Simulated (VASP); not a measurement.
# Pt in VASP: further runs

The runs below take Pt through single point, with PBE.

Everything below comes from runs of VASP 6.6.1. Logs are shortened: lines on timing, memory, paths and dates and some standing lists are left out, and cuts for length are marked.

## Step 1: The slab as given

The cell holds a slab with vacuum, 8 atoms: a = 2.769 Å, b = 3.916 Å, c = 24.691 Å, α = 90.00°, β = 90.00°, γ = 90.00°.

The slab is cut from a database's or a generator's crystal, which needn't be the stable form of the element.

## Step 2: Single point, PBE

INCAR reads:

```
PREC = Accurate
ENCUT = 400
EDIFF = 1E-7
ISMEAR = 1
SIGMA = 0.1
LREAL = F
LASPH = T
NELM = 120
ALGO = Normal
ISIF = 2
LWAVE = F
LCHARG = F
LDIPOL = T
IDIPOL = 3
DIPOL = 0.5 0.5 0.500
GGA = PE
NBANDS = 56
LVHAR = T
LVACPOTAV = T
```

KPOINTS reads:

```
Automatic mesh
0
Gamma
  12 9 1
```

POSCAR reads:

```
Pt
1.0
    2.7688887338      0.0000000000      0.0000000000
    0.0000000000      3.9158000000      0.0000000000
    0.0000000000      0.0000000000     24.6911105682
Pt
8
Direct
    0.5000000000      0.5000000000      0.3037530442
    0.0000000000      0.0000000000      0.3598236030
    0.5000000000      0.5000000000      0.4158941618
    0.0000000000      0.0000000000      0.4719647206
    0.5000000000      0.5000000000      0.5280352794
    0.0000000000      0.0000000000      0.5841058382
    0.5000000000      0.5000000000      0.6401763970
    0.0000000000      0.0000000000      0.6962469558
```

Potentials or basis: VASP PAW PBE potentials, release 64 (Pt).

On the command line:

```bash
cat potpaw_PBE.64/Pt/POTCAR > POTCAR
mpirun -np 1 vasp_std > vasp.out
```

OUTCAR:

```text
PREC = Accurate
   ENCUT = 400
   EDIFF = 1E-7
   ISMEAR = 1
   LREAL = F
   LASPH = T
   NELM = 120
   ISIF = 2
   GGA = PE

 Found     35 irreducible k-points:

 Following reciprocal coordinates:
            Coordinates               Weight
  0.000000  0.000000  0.000000      1.000000
  0.083333  0.000000  0.000000      2.000000
  0.166667  0.000000  0.000000      2.000000
  0.250000  0.000000  0.000000      2.000000
  0.333333  0.000000  0.000000      2.000000
  0.416667  0.000000  0.000000      2.000000
   k-points           NKPTS =     35   k-points in BZ     NKDIM =     35   number of bands    NBANDS=     56
   number of dos      NEDOS =    301   number of ions     NIONS =      8
   total plane-waves  NPLWV =  81648
   dimension x,y,z NGX =    18 NGY =   28 NGZ =  162
   dimension x,y,z NGXF=    36 NGYF=   56 NGZF=  324
   ions per type =               8
   NGX,Y,Z   is equivalent  to a cutoff of  10.81, 11.89, 10.91 a.u.
   NGXF,Y,Z  is equivalent  to a cutoff of  21.61, 23.77, 21.82 a.u.
 SYSTEM =  unknown system
   PREC   = accura    normal or accurate (medium, high low for compatibility)
   ISTART =      0    job   : 0-new  1-cont  2-samecut
   ICHARG =      2    charge: 1-file 2-atom 10-const
   ISPIN  =      1    spin polarized calculation?
   LNONCOLLINEAR =      F non collinear calculations
   LSORBIT =      F    spin-orbit coupling
   LASPH  =      T    aspherical Exc in radial PAW
   ENCUT  =  400.0 eV  29.40 Ry    5.42 a.u.   4.52  6.39 40.26*2*pi/ulx,y,z
   NELM   =    120;   NELMIN=  2; NELMDL= -5     # of ELM steps
   EDIFF  = 0.1E-06   stopping-criterion for ELM
   LREAL  =      F    real-space projection
   EDIFFG = 0.1E-05   stopping-criterion for IOM
   NSW    =      0    number of steps for IOM
   IBRION =     -1    ionic relax: 0-MD 1-quasi-New 2-CG
   NFREE  =      0    steps in history (QN), initial steepest desc. (CG)
   ISIF   =      2    stress and relaxation
   ISYM   =      2    0-nonsym 1-usesym 2-fastsym
   POTIM  = 0.5000    time-step for ionic-motion
   TEBEG  =    0.0;   TEEND  =   0.0 temperature during run
   PSTRESS=    0.0 pullay stress
   NELECT =      80.0000    total number of electrons
   NUPDOWN=      -1.0000    fix difference up-down
   EMIN   =  10.00;   EMAX   =-10.00  energy-range for DOS
   EFERMI =   0.00;   METHOD = LEGACY
   ISMEAR =     1;   SIGMA  =   0.10  broadening in eV -4-tet -1-fermi 0-gaus
   EFERMI_NEDOS =   21; number of points for ismear=-14 and -15
   IALGO  =     38    algorithm
   IMIX   =      4    mixing-type and parameters
     AMIX     =   0.40;   BMIX     =  1.00
     AMIX_MAG =   1.60;   BMIX_MAG =  1.00
  volume/ion in A,a.u.               =      33.46       225.83
  Fermi-wavevector in a.u.,A,eV,Ry     =   1.094500  2.068306 16.298844  1.197931
  Thomas-Fermi vector in A             =   2.230806
   LORBIT       =      0    0 simple, 1 ext, 2 COOP (PROOUT), +10 PAW based schemes
   GGA     = PE    functional components
   LHFCALC =     F    Hartree Fock is set to
   AEXX    =    0.0000 exact exchange contribution
   IVDW    =     0    specifies the selected vdW correction
   LEPSILON=     F    determine dielectric tensor
   LRPA    =     F    only Hartree local field effects (RPA)
 non-spin polarized calculation
 Methfessel and Paxton  Order N= 1 SIGMA  =   0.10
  energy-cutoff  :      400.00
  volume of cell :      267.71
 maximum number of plane-waves:      4911
   NGX =  9   NGY = 13   NGZ = 81

 number of electron      80.0000005 magnetization

 dipolmoment           0.000000      0.000000      0.000000 electrons x Angstroem

 Free energy of the ion-electron system (eV)
  ---------------------------------------------------
  ext. energy  EPLUGINS =         0.00000000
  ---------------------------------------------------
  free energy    TOTEN  =       -46.03838933 eV

  energy without entropy =      -46.03347787  energy(sigma->0) =      -46.03675218

 E-fermi :   2.0920     XC(G=0):  -6.8966

 val. band max:        2.0872389020   @ k =   0.0833   0.3333   0.0000
 cond. band min:       2.0923882592   @ k =   0.4167   0.2222   0.0000
 fundamental gap:      0.0051493572
 Fermi energy:         2.0919782792

 k-point     1 :       0.0000    0.0000    0.0000
  band No.  band energies     occupation
      1      -7.7690      2.00000
      2      -6.6764      2.00000
      3      -5.2505      2.00000
      4      -4.7663      2.00000
      5      -4.2991      2.00000
      6      -4.2075      2.00000
[... 44 lines left out ...]
     51       7.4894      0.00000
     52       8.8456      0.00000

 k-point     2 :       0.0833    0.0000    0.0000
  band No.  band energies     occupation
      1      -7.5837      2.00000
      2      -6.5016      2.00000
      3      -5.1003      2.00000
      4      -4.6132      2.00000
      5      -4.1972      2.00000
      6      -4.0372      2.00000
[... 44 lines left out ...]
     51       7.6559      0.00000
     52       8.9915      0.00000

 k-point     3 :       0.1667    0.0000    0.0000
  band No.  band energies     occupation
      1      -7.0522      2.00000
      2      -6.0179      2.00000
      3      -4.7506      2.00000
      4      -4.2612      2.00000
      5      -3.8512      2.00000
      6      -3.6936      2.00000
[... 44 lines left out ...]
     51       8.6335      0.00000
     52       9.3588      0.00000

 k-point     4 :       0.2500    0.0000    0.0000
  band No.  band energies     occupation
      1      -6.2481      2.00000
      2      -5.3581      2.00000
      3      -4.5030      2.00000
      4      -3.9666      2.00000
      5      -3.8689      2.00000
      6      -3.6644      2.00000
[... 44 lines left out ...]
     51       9.1504      0.00000
     52       9.3091      0.00000

 k-point     5 :       0.3333    0.0000    0.0000
  band No.  band energies     occupation
      1      -5.2975      2.00000
      2      -4.7864      2.00000
      3      -4.5584      2.00000
      4      -4.2597      2.00000
      5      -3.9898      2.00000
      6      -3.9797      2.00000
[... 44 lines left out ...]
     51       9.5989      0.00000
     52       9.6179      0.00000

 k-point     6 :       0.4167    0.0000    0.0000
  band No.  band energies     occupation
      1      -4.7266      2.00000
      2      -4.7147      2.00000
      3      -4.3841      2.00000
      4      -4.2570      2.00000
      5      -4.2512      2.00000
      6      -4.2210      2.00000
[... 44 lines left out ...]
     51      10.3705      0.00000
     52      10.6939      0.00000

 [... further k-points ...]

 [bands above 52 left out]

------------------------ aborting loop because EDIFF is reached ----------------------------------------

  FORCE on cell =-STRESS in cart. coord.  units (eV):
  Direction    XX          YY          ZZ          XY          YZ          ZX
  --------------------------------------------------------------------------------------
  -------------------------------------------------------------------------------------
  Total       -0.8418369      2.3843895      3.8665281      0.0000000      0.0000000      0.0000000
  in kB       -5.0381596     14.2699072     23.1400941      0.0000000      0.0000000      0.0000000
  external PRESSURE =      10.7906139 kB  Pullay stress =       0.0000000 kB

 VOLUME and BASIS-vectors are now :
 -----------------------------------------------------------------------------
  energy-cutoff  :      400.00
  volume of cell :      267.71
      direct lattice vectors                 reciprocal lattice vectors
     2.768888734  0.000000000  0.000000000     0.361155718  0.000000000  0.000000000
     0.000000000  3.915800000  0.000000000     0.000000000  0.255375658  0.000000000
     0.000000000  0.000000000 24.691110568     0.000000000  0.000000000  0.040500406

 POSITION                                       TOTAL-FORCE (eV/Angst)
 -----------------------------------------------------------------------------------
      1.38444      1.95790      7.50000         0.000000      0.000000      0.407474
      0.00000      0.00000      8.88444         0.000000      0.000000     -1.123430
      1.38444      1.95790     10.26889         0.000000      0.000000     -0.075447
      0.00000      0.00000     11.65333         0.000000      0.000000      0.124547
      1.38444      1.95790     13.03778         0.000000      0.000000     -0.124547
      0.00000      0.00000     14.42222         0.000000      0.000000      0.075447
      1.38444      1.95790     15.80667         0.000000      0.000000      1.123430
      0.00000      0.00000     17.19111         0.000000      0.000000     -0.407474
 -----------------------------------------------------------------------------------
    total drift:                                0.000000      0.000000      0.000000

  FREE ENERGIE OF THE ION-ELECTRON SYSTEM (eV)
  ---------------------------------------------------
  free  energy   TOTEN  =       -46.0383893345 eV

  energy  without entropy=      -46.0334778674  energy(sigma->0) =      -46.03675218

 vacuum level on the upper side and lower side of the slab         7.438         7.438
```

Run time: 7 min. Hardware: 1 thread of Intel Xeon 6975P-C (Granite Rapids), shared host; peak memory 0.41 GiB.

The run converged, but some of its settings lie outside the range that counts as converged, so its numbers aren't taken as properties of the slab.

Results:

| Item | Value |
| --- | --- |
| Free energy | -46.0384 eV |
| Largest force | 1.123 eV/Å |
| Band gap on the k mesh | none (metal or under the smearing width) |
| Work function of the upper face | 5.35 eV |
| Work function of the lower face | 5.35 eV |

## Step 3: Single point, PBE

This run uses another cell than the first one, of 37.53 Å³/atom, 1.122 times its volume.

INCAR is that of step 2.

KPOINTS is that of step 2.

POSCAR reads:

```
Pt
1.0
    2.7688887338      0.0000000000      0.0000000000
    0.0000000000      3.9158000000      0.0000000000
    0.0000000000      0.0000000000     27.6911105682
Pt
8
Direct
    0.5000000000      0.5000000000      0.3250140502
    0.0000000000      0.0000000000      0.3750100358
    0.5000000000      0.5000000000      0.4250060215
    0.0000000000      0.0000000000      0.4750020072
    0.5000000000      0.5000000000      0.5249979928
    0.0000000000      0.0000000000      0.5749939785
    0.5000000000      0.5000000000      0.6249899642
    0.0000000000      0.0000000000      0.6749859498
```

Potentials or basis: VASP PAW PBE potentials, release 64 (Pt).

On the command line:

```bash
cat potpaw_PBE.64/Pt/POTCAR > POTCAR
mpirun -np 1 vasp_std > vasp.out
```

OUTCAR:

```text
PREC = Accurate
   ENCUT = 400
   EDIFF = 1E-7
   ISMEAR = 1
   LREAL = F
   LASPH = T
   NELM = 120
   ISIF = 2
   GGA = PE

 Found     35 irreducible k-points:

 Following reciprocal coordinates:
            Coordinates               Weight
  0.000000  0.000000  0.000000      1.000000
  0.083333  0.000000  0.000000      2.000000
  0.166667  0.000000  0.000000      2.000000
  0.250000  0.000000  0.000000      2.000000
  0.333333  0.000000  0.000000      2.000000
  0.416667  0.000000  0.000000      2.000000
   k-points           NKPTS =     35   k-points in BZ     NKDIM =     35   number of bands    NBANDS=     56
[... 419 lines left out ...]
  external PRESSURE =       9.6064307 kB  Pullay stress =       0.0000000 kB

 VOLUME and BASIS-vectors are now :
 -----------------------------------------------------------------------------
  energy-cutoff  :      400.00
  volume of cell :      300.24
      direct lattice vectors                 reciprocal lattice vectors
     2.768888734  0.000000000  0.000000000     0.361155718  0.000000000  0.000000000
     0.000000000  3.915800000  0.000000000     0.000000000  0.255375658  0.000000000
     0.000000000  0.000000000 27.691110568     0.000000000  0.000000000  0.036112672

 POSITION                                       TOTAL-FORCE (eV/Angst)
 -----------------------------------------------------------------------------------
      1.38444      1.95790      9.00000         0.000000      0.000000      0.407035
      0.00000      0.00000     10.38444         0.000000      0.000000     -1.123701
      1.38444      1.95790     11.76889         0.000000      0.000000     -0.075428
      0.00000      0.00000     13.15333         0.000000      0.000000      0.124704
      1.38444      1.95790     14.53778         0.000000      0.000000     -0.124704
      0.00000      0.00000     15.92222         0.000000      0.000000      0.075428
      1.38444      1.95790     17.30667         0.000000      0.000000      1.123701
      0.00000      0.00000     18.69111         0.000000      0.000000     -0.407035
 -----------------------------------------------------------------------------------
    total drift:                                0.000000      0.000000      0.000000

  FREE ENERGIE OF THE ION-ELECTRON SYSTEM (eV)
  ---------------------------------------------------
  free  energy   TOTEN  =       -46.0396942328 eV

  energy  without entropy=      -46.0347820948  energy(sigma->0) =      -46.03805685

 vacuum level on the upper side and lower side of the slab         6.632         6.632
```

OSZICAR:

```text
N       E                     dE             d eps       ncg     rms          rms(c)
DAV:   1     0.460699569223E+03    0.46070E+03   -0.31414E+04  3936   0.101E+03
DAV:   2    -0.260022444778E+02   -0.48670E+03   -0.44211E+03  4696   0.241E+02
DAV:   3    -0.486495417657E+02   -0.22647E+02   -0.21288E+02  4536   0.497E+01
[... 24 lines left out ...]
DAV:  28    -0.460396932670E+02   -0.70612E-06   -0.27159E-08  2760   0.703E-04    0.698E-04
DAV:  29    -0.460396937940E+02   -0.52696E-06   -0.76092E-09  2688   0.366E-04    0.469E-04
DAV:  30    -0.460396940129E+02   -0.21891E-06   -0.30681E-09  2704   0.196E-04    0.226E-04
DAV:  31    -0.460396941870E+02   -0.17419E-06   -0.36211E-09  2576   0.222E-04    0.919E-05
DAV:  32    -0.460396942328E+02   -0.45781E-07   -0.86969E-10  2552   0.876E-05
   1 F= -.46039694E+02 E0= -.46038057E+02  d E =-.491214E-02
```

Run time: 8.1 min. Hardware: 1 thread of Intel Xeon 6975P-C (Granite Rapids), shared host; peak memory 0.46 GiB.

These settings aren't checked as converged: the numbers below hold their error.

Results:

```yaml
Free_energy: -46.0397 eV
Largest_force: 1.124 eV/Å
Band_gap_on_the_k_mesh: none (metal or under the smearing width)
Work_function_of_the_upper_face: 5.35 eV
Work_function_of_the_lower_face: 5.35 eV
```
